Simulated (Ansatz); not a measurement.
# H: LAPW beside PAW

Does the method matter for H? The same cell, functional and mesh are run with LAPW, all electrons, PAW on the default files and all-electron PAW on datasets made for the crystal.

Computed with Ansatz 0.2.0 (DFT PBE, scalar-relativistic, unless a step's input says otherwise).

### 1 Starting point

Symmetry: P6_3/mmc, No. 194, hexagonal system. The conventional cell has a = 3.840 Å, b = 3.840 Å, c = 5.047 Å, α = 90.00°, β = 90.00°, γ = 120.00°. Around H (site symmetry 3m) lie 1 H at 0.74 Å.

Coordinates:

```cif
data_structure
_symmetry_space_group_name_H-M 'P 1'
_symmetry_Int_Tables_number 1
_cell_length_a 3.8401
_cell_length_b 3.8401
_cell_length_c 5.0467
_cell_angle_alpha 90.000
_cell_angle_beta 90.000
_cell_angle_gamma 120.000
_cell_volume 64.45
loop_
_atom_site_label
_atom_site_type_symbol
_atom_site_fract_x
_atom_site_fract_y
_atom_site_fract_z
_atom_site_occupancy
H1 H 0.33333 0.66667 0.17650 1
H2 H 0.66667 0.33333 0.67650 1
H3 H 0.66667 0.33333 0.82350 1
H4 H 0.33333 0.66667 0.32350 1
```

Structure from a Materials Project entry, not relaxed further.

Atoms are numbered in the order of the input: H1, H2, H3, H4.

### 2 LAPW, all electrons

The input, input.yaml:

```yaml
crystal:
  lattice:
    - [3.8401304226, 0.0, 0.0]
    - [-1.9200652113, 3.3256504998, 0.0]
    - [0.0, 0.0, 5.04666155]
  atoms:
    - { symbol: H, position: [0.3333333333, 0.6666666667, 0.17649588] }
    - { symbol: H, position: [0.6666666667, 0.3333333333, 0.67649588] }
    - { symbol: H, position: [0.6666666667, 0.3333333333, 0.82350412] }
    - { symbol: H, position: [0.3333333333, 0.6666666667, 0.32350412] }
kpoints:
  mp_grid: { grid: [9, 9, 6] }
  band_path:
    path:
      - [0.0, 0.0, 0.0]
      - [0.5, 0.0, 0.0]
      - [0.3333333333, 0.3333333333, 0.0]
      - [0.0, 0.0, 0.0]
      - [0.0, 0.0, 0.5]
      - [0.5, 0.0, 0.5]
      - [0.3333333333, 0.3333333333, 0.5]
      - [0.0, 0.0, 0.5]
      - [0.5, 0.0, 0.5]
    npoints: 8
scf:
  occupations: { method: fermi_dirac, width: 0.02 }
hamiltonian:
  xc: pbe
  pseudopotentials: { kind: all_electron, lapw: { basis_error: 0.0005 } }
output:
  forces: true
  stress: true
  eigenvalues: true
  populations: true
  dos: { projected: true, de: 0.2, e_range: [-14, 8] }
```

### 3 PAW on the default files

input.yaml: that of step 2 with these lines changed.

```diff
@@ -28,3 +28,3 @@
   xc: pbe
-  pseudopotentials: { kind: all_electron, lapw: { basis_error: 0.0005 } }
+  pseudopotentials: { kind: paw }
 output:
@@ -33,3 +33,5 @@
   eigenvalues: true
+  efg: { contact_densities: true }
   populations: true
+  bader: true
   dos: { projected: true, de: 0.2, e_range: [-14, 8] }
```

### 4 All-electron PAW on datasets made for the crystal

input.yaml: that of step 3 with these lines changed.

```diff
@@ -28,3 +28,3 @@
   xc: pbe
-  pseudopotentials: { kind: paw }
+  pseudopotentials: { kind: all_electron, datasets: crystal }
 output:
@@ -34,4 +34 @@
   efg: { contact_densities: true }
-  populations: true
-  bader: true
-  dos: { projected: true, de: 0.2, e_range: [-14, 8] }
```

(Steps that only read results are left out.)

What does the calculation give? Wanted: pressure; gap; largest force; Bader charges.

**Answer**, as computed:

| quantity | value |
| --- | --- |
| pressure | LAPW 0.40, PAW 0.41, crystal datasets 0.40 GPa |
| gap (LAPW) | 9.40 eV, direct at Γ |
| largest force | LAPW 0.303, PAW 0.312, crystal datasets 0.302 eV/Å |
| Bader charges (PAW) | H1 +0.00 e |

**Reading.** The pressure is within half a GPa of zero. A gap opens: 9.40 eV, direct at Γ. It is the Kohn-Sham gap of a semilocal functional, which mostly lies below the gap found in experiment. H 1s states make 100 % of the projected weight in the top eV of the valence band. The projection holds only the free atom's occupied shells (H 1s in this range). The field gradient at H1, the largest by crystal datasets, is 3.33 by PAW and 3.26 by crystal datasets (10²¹ V/m²), within 5 %. In pressure, PAW differs from LAPW by +0.01 GPa and less than 0.01 eV in the gap. The forces differ by at most 9 meV/Å in a component, on a largest force of 0.303 eV/Å.
